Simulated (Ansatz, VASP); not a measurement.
Pb in VASP and in Ansatz

Contents of INCAR:

```
  PREC = Accurate
  ENCUT = 520
  EDIFF = 1E-6
  ISMEAR = -1
  SIGMA = 0.05
  LREAL = False
  LASPH = True
  NELM = 80
  ALGO = Fast
  ISIF = 2
  LWAVE = False
  LCHARG = False
  GGA = PE
  NBANDS = 13
```

KPOINTS

```
regular mesh
0
Gamma
  9 9 9
```

Contents of POSCAR:

```
Pb
1.0
    0.0192038702      2.4463401036      2.4363490428
    2.4860589349     -0.0067012797      2.4622541927
    2.4646712110      2.4508575295      0.0146864443
Pb
1
Direct
    0.0000000000      0.0000000000      0.0000000000
```

File input.yaml:

```yaml
crystal:
  lattice:
    - [0.0192038702, 2.4463401036, 2.4363490428]
    - [2.4860589349, -0.0067012797, 2.4622541927]
    - [2.464671211, 2.4508575295, 0.0146864443]
  atoms:
    - { symbol: Pb, position: [0.0, 0.0, 0.0] }
kpoints:
  mp_grid: { grid: [9, 9, 9] }
scf:
  occupations: { method: fermi_dirac, width: 0.05 }
hamiltonian:
  xc: pbe
  pseudopotentials: { kind: all_electron, lapw: { basis_error: 0.0005 } }
output:
  forces: true
  stress: true
  eigenvalues: true
```

Change from the starting cell: volume scaled by 0.98.

Alike in both runs: task single point; functional PBE; k mesh 9 × 9 × 9; occupations fermi-dirac, width 0.05 eV; no spin polarisation.

```csv
,VASP,Ansatz
version,VASP 6.6.1,Ansatz 0.2.0
potentials or method,"VASP PAW PBE potentials, release 64 (Pb_d)","all-electron LAPW, scalar-relativistic"
plane-wave cutoff (eV),520,see its input
```

Ansatz gave:

| Quantity | Value |
| --- | --- |
| gap on the k mesh at the Fermi level (eV) | none |
| pressure (GPa) | 3.8 |
| largest component of the traceless stress (GPa) | 0.62 |

Problem. What did VASP give for the same quantities?

Solution. gap on the k mesh at the Fermi level (eV): none; pressure (GPa): 3.7; largest component of the traceless stress (GPa): 0.62.

A gap of «none» marks a metal or a gap that the smearing closes. Ansatz ran all-electron here, so the differences hold the error of VASP's frozen core and of both bases.

The runs have no spin-orbit coupling, so splittings on Pb are missing.
